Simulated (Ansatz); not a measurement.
Write the native input for Ansatz 0.2.0 that does the following.

| Quantity | Value |
| --- | --- |
| Task | band structure |
| Functional | PBEsol |
| Potentials or basis | Ansatz PAW |
| Cutoff | 420 eV (not typed: the program's choice for these potentials) |
| k mesh | 9 × 9 × 5 |
| Occupations | fermi-dirac, width 0.05 eV |
| Spin | no spin polarisation |
| Hubbard terms | Cu d U = 4.5 eV |
| Path | [["G", "X", "S", "R", "A", "Z", "G", "Y", "X1", "A1", "T", "Y"], ["Z", "T"]] |
| Points for each segment of the path | 14 |
| Hubbard projectors | ortho-atomic (the default) |
| Double counting | fll (the default) |

The system is CuO.

```
CELL_PARAMETERS angstrom
1.99097 -2.15355 0.00000
1.99097 2.15355 0.00000
0.00000 0.00000 5.15593
ATOMIC_POSITIONS crystal
Cu 0.50000 0.00000 0.00000
Cu 0.00000 0.50000 0.50000
O 0.50000 0.50000 0.25000
O 0.50000 0.50000 0.75000
```

Measurements of this composition are mostly on another form, of space group No. 15.

One way to write it, as run:

input.yaml

```yaml
crystal:
  lattice:
    - [1.990968, -2.15355, 0.0]
    - [1.990968, 2.15355, 0.0]
    - [0.0, 0.0, 5.155928]
  atoms:
    - { symbol: Cu, position: [0.5, 0.0, 0.0] }
    - { symbol: Cu, position: [0.0, 0.5, 0.5] }
    - { symbol: O, position: [0.5, 0.5, 0.25] }
    - { symbol: O, position: [0.5, 0.5, 0.75] }
hamiltonian:
  xc: pbesol
  pseudopotentials: { kind: paw }
  hubbard: { sites: [{ species: Cu, l: d, u_eff: 4.5 }] }
kpoints:
  mp_grid: { grid: [9, 9, 5] }
  band_path:
    path:
      - [[0.0, 0.0, 0.0], [0.463677429, 0.463677429, 0.0], [0.0, 0.5, 0.0], [0.0, 0.5, 0.5], [0.463677429, 0.463677429, 0.5], [0.0, 0.0, 0.5], [0.0, 0.0, 0.0], [-0.5, 0.5, 0.0], [-0.463677429, 0.536322571, 0.0], [-0.463677429, 0.536322571, 0.5], [-0.5, 0.5, 0.5], [-0.5, 0.5, 0.0]]
      - [[0.0, 0.0, 0.5], [-0.5, 0.5, 0.5]]
    npoints: 14
scf:
  occupations: { method: fermi_dirac, width: 0.05 }
  n_extra_bands: 10
output:
  forces: true
  stress: true
  eigenvalues: true
  fatbands: false
  write_density: true
  write_potential: true
  elf: true
  volumetric_format: npy
```

Potentials or basis: Ansatz PAW.

Command:

```sh
$ ansatz run input.yaml --threads 2 --pin off --max-ram 5632MiB --backend cpu --events-out ev --progress --plain --runs-dir out
```

Results of the run:

| Item | Value |
| --- | --- |
| Pressure | -3.7 GPa |
| Band gap on the k mesh | none (metal or under the smearing width) |

Caveat: the pressure holds a Pulay correction of +0.7 GPa for the finite cutoff; the run has no spin polarisation, though such a crystal can be magnetic; U without spin polarisation on a metal has little footing; the PAW data sets come from PBE, with cores solved anew for the run's functional, which leaves a small shift of forces and pressure.

Run time: 8.3 s on 2 threads of Arm Neoverse V1, on a shared host, peak memory 0.5 GiB.
